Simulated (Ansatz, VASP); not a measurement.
AlN in VASP and in Ansatz

The input INCAR:

```
PREC = Accurate
ENCUT = 520
EDIFF = 1E-7
ISMEAR = -1
SIGMA = 0.05
LREAL = F
LASPH = T
NELM = 60
ALGO = Normal
ISIF = 2
LWAVE = F
LCHARG = F
GGA = PE
NBANDS = 11
```

File KPOINTS:

```
Automatic mesh
0
Gamma
  11 11 11
```

Contents of POSCAR:

```
AlN
1.0
    0.0000000000      2.0345180000      2.0345180000
    2.0345180000      0.0000000000      2.0345180000
    2.0345180000      2.0345180000      0.0000000000
Al N
1 1
Direct
    0.5000000000      0.5000000000      0.5000000000
    0.0000000000      0.0000000000      0.0000000000
```

File input.yaml:

```yaml
crystal:
  lattice:
    - [0.0, 2.034518, 2.034518]
    - [2.034518, 0.0, 2.034518]
    - [2.034518, 2.034518, 0.0]
  atoms:
    - { symbol: Al, position: [0.5, 0.5, 0.5] }
    - { symbol: "N", position: [0.0, 0.0, 0.0] }
hamiltonian:
  xc: pbe
  pseudopotentials: { kind: paw }
kpoints:
  mp_grid: { grid: [11, 11, 11] }
scf:
  occupations: { method: fermi_dirac, width: 0.05 }
output:
  forces: true
  stress: true
  eigenvalues: true
```

Measurements of this composition are mostly on another form, of space group No. 186.

Alike in both runs: task single point; functional PBE; k mesh 11 × 11 × 11; occupations fermi-dirac, width 0.05 eV; no spin polarisation.

```csv
,VASP,Ansatz
version,VASP 6.6.1,Ansatz 0.2.0
potentials or method,"VASP PAW PBE potentials, release 64 (Al, N)",Ansatz PAW
plane-wave cutoff (eV),520,420
valence electrons in the cell,8,8
```

```tsv
	VASP	Ansatz	Ansatz less VASP
gap on the k mesh at the Fermi level (eV)	4.55	4.58	+0.022
least direct gap on the mesh (eV)	5.41	5.40	-0.011
pressure (GPa)	0.0	0.3	+0.27
```

Caveats: an odd mesh through Γ misses points on the zone boundary, where band edges often lie (VASP); odd divisions of the mesh miss points on the zone boundary, where band edges often lie, so the gap on the mesh can be too wide (Ansatz); the pressure holds a Pulay correction of +0.5 GPa for the finite cutoff (Ansatz). As with any semilocal functional, this PBE gap is likely too small.
